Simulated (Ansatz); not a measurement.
**BN (P-6m2), a sublattice moved along a line**

The calculation used DFT PBE+D3(BJ), scalar-relativistic, plane waves, PAW in Ansatz. Cutoff 420 eV, Γ-centred 12×12×4 k-points, Gaussian smearing of 0.05 eV. No spin polarisation. Energies are free energies at this smearing, counted from the undisturbed cell; pressure is positive in compression.

The undisturbed cell (as given, not relaxed at this level; it stands at -1.2 GPa; this form isn't the usual structure):

```yaml
crystal:
  lattice:
    - [2.51000, 0.00000, 0.00000]
    - [-1.25500, 2.17372, 0.00000]
    - [0.00000, 0.00000, 6.69000]
  atoms:
    - { symbol: B, position: [0.00000, 0.00000, 0.50000] }
    - { symbol: B, position: [0.33333, 0.66667, 0.00000] }
    - { symbol: N, position: [0.00000, 0.00000, 0.00000] }
    - { symbol: N, position: [0.66667, 0.33333, 0.50000] }
```

Every N atom is moved by x along the Cartesian unit vector (0.707, 0.707, 0.000); the cell and all other atoms stay fixed.

| x (Å) | ΔE (meV/cell) |
| --- | --- |
| -0.2000 | 1913.2 |
| -0.1500 | 1028.7 |
| -0.1000 | 438.8 |
| -0.0500 | 105.6 |
| 0.0000 | 0.0 |
| 0.0500 | 98.1 |
| 0.1000 | 378.4 |
| 0.1500 | 819.6 |
| 0.1750 | 1093.6 |
| 0.2000 | 1399.4 |